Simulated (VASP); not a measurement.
Wanted: the native input for a VASP 6.6.1 run.

| Item | Value |
| --- | --- |
| Task | band structure |
| Functional | TB-mBJ |
| Potentials or basis | VASP PAW PBE potentials, release 64 (Si, C) |
| Cutoff | 520 eV |
| k mesh | 12 × 12 × 2 |
| Occupations | gaussian, width 0.03 eV |
| Spin | no spin polarisation |
| Further INCAR settings | ALGO = Normal; EDIFF = 1e-06; NBANDS = 36 |

The system is SiC (Moissanite 6H).

```
Si C
1.0
     3.07983    0.00000    0.00000
    -1.53992    2.66722    0.00000
     0.00000    0.00000   15.11167
Si C
6 6
Direct
  0.00000 0.00000 0.12504
  0.00000 0.00000 0.62504
  0.33333 0.66667 0.29182
  0.66667 0.33333 0.79182
  0.33333 0.66667 0.95831
  0.66667 0.33333 0.45831
  0.00000 0.00000 0.99969
  0.00000 0.00000 0.49969
  0.33333 0.66667 0.16683
  0.66667 0.33333 0.66683
  0.33333 0.66667 0.83332
  0.66667 0.33333 0.33332
```

The input as run:

POSCAR

```
SiC                                     
1.0
    3.0798348513      0.0000000000      0.0000000000
   -1.5399174256      2.6672152207      0.0000000000
    0.0000000000      0.0000000000     15.1116731378
  Si              C             
     6     6
Direct
     0.0000000000000000    0.0000000000000000    0.1250363669735108
     0.0000000000000000    0.0000000000000000    0.6250363669735108
     0.3333333332999970    0.6666666667000030    0.2918190986567595
     0.6666666667000030    0.3333333332999970    0.7918190986567595
     0.3333333332999970    0.6666666667000030    0.9583117383177111
     0.6666666667000030    0.3333333332999970    0.4583117383177111
     0.0000000000000000    0.0000000000000000    0.9996886893862467
     0.0000000000000000    0.0000000000000000    0.4996886893862467
     0.3333333332999970    0.6666666667000030    0.1668269791811028
     0.6666666667000030    0.3333333332999970    0.6668269791811028
     0.3333333332999970    0.6666666667000030    0.8333171274846762
     0.6666666667000030    0.3333333332999970    0.3333171274846762
```

INCAR.step1

```
PREC = Accurate
ENCUT = 520
EDIFF = 1E-5
ISMEAR = 0
SIGMA = 0.03
LREAL = False
LASPH = True
NELM = 80
ALGO = Normal
ISIF = 2
LWAVE = True
LCHARG = False
NBANDS = 36
KPAR = 4
GGA = PE
```

INCAR.step2

```
PREC = Accurate
ENCUT = 520
EDIFF = 1E-6
ISMEAR = 0
SIGMA = 0.03
LREAL = False
LASPH = True
NELM = 80
ALGO = Normal
ISIF = 2
LWAVE = False
LCHARG = False
METAGGA = MBJ
NBANDS = 36
KPAR = 4
ISTART = 1
```

KPOINTS

```
Automatic mesh
0
Gamma
  12 12 2
```

KPOINTS_OPT

```
explicit points
168
Reciprocal
 0.0000000000  0.0000000000  0.0000000000 1
 0.0555555556  0.0000000000  0.0000000000 1
 0.1111111111  0.0000000000  0.0000000000 1
 0.1666666667  0.0000000000  0.0000000000 1
 0.2222222222  0.0000000000  0.0000000000 1
 0.2777777778  0.0000000000  0.0000000000 1
[... 160 lines left out ...]
 0.5000000000  0.0000000000  0.0845033200 1
 0.5000000000  0.0000000000 -0.0845033200 1
```

Potentials or basis: VASP PAW PBE potentials, release 64 (Si, C).

Command:

```console
$ cat potpaw_PBE.64/Si/POTCAR potpaw_PBE.64/C/POTCAR > POTCAR
$ cp INCAR.step1 INCAR
$ mpirun -np 4 vasp_std > vasp.out
$ cp INCAR.step2 INCAR
$ mpirun -np 4 vasp_std > vasp.out
```

Results of the run:

```yaml
Band_gap_on_the_k_mesh: 2.96 eV, indirect (least direct gap 4.11 eV)
Band_gap_along_the_path: 2.96 eV, indirect (least direct gap 4.11 eV)
```

Run time: 8.2 min on 4 MPI ranks on Intel(R) Xeon(R) Platinum 8375C CPU @ 2.90GHz (Ice Lake) (shared host), peak memory 0.41 GiB a rank.
